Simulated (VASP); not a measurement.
# Si under changes of volume

One of the cells (21.684 Å³/atom); the others are scaled copies at fixed shape and fractional positions:

```
Si
1.0
    -3.34747    3.34747    1.93512
     3.34747   -3.34747    1.93512
     3.34747    3.34747   -1.93512
Si
4
Direct
  0.82120 0.17880 0.00000
  0.17880 0.82120 0.00000
  0.82120 0.82120 0.64240
  0.17880 0.17880 0.35760
```

This isn't the form of Si at room conditions, which is diamond.

- Program: VASP 6.6.1
- Functional: PBE
- Potentials or basis: VASP PAW PBE potentials, release 64 (Si)
- Cutoff: 520 eV
- k mesh: 8 × 8 × 8
- Occupations: fermi-dirac, width 0.05 eV
- Spin: no spin polarisation

```tsv
volume (Å³/atom)	energy over the lowest point (meV/atom)	pressure (GPa)	gap on the mesh (eV)	largest force (eV/Å)
19.983	34.90	7.5	0.12	0.086
20.409	18.13	5.2	0.20	0.053
20.834	7.09	3.1	0.26	0.021
21.684	0.00	-0.4	0.26	0.036
22.109	2.98	-1.9	0.26	0.062
22.534	?	?	?	?
```

Problem. What does the run at 22.534 Å³/atom give?

Solution. Energy over the lowest point 9.74 meV/atom; pressure -3.2 GPa; gap on the mesh 0.26 eV; largest force 0.086 eV/Å.

Worked out: A Birch-Murnaghan fit of order 3 (a polynomial in V^(-2/3)) to the other rows has its minimum at 21.59 Å³/atom with B0 = V·E''(V) = 82 GPa and B' = 4.1 at fixed shape and positions, which overstates the stiffness. It gives 9.77 meV/atom at 22.534 Å³/atom, against the run's 9.74, and -dE/dV = -3.2 GPa, against -3.2. A parabola through the other rows of the gap, of slope -2.9 eV per unit of ln V there, extrapolates to 0.21 eV, against the run's 0.26.

Energies are extrapolated to zero smearing.

A mesh can miss the band edges.
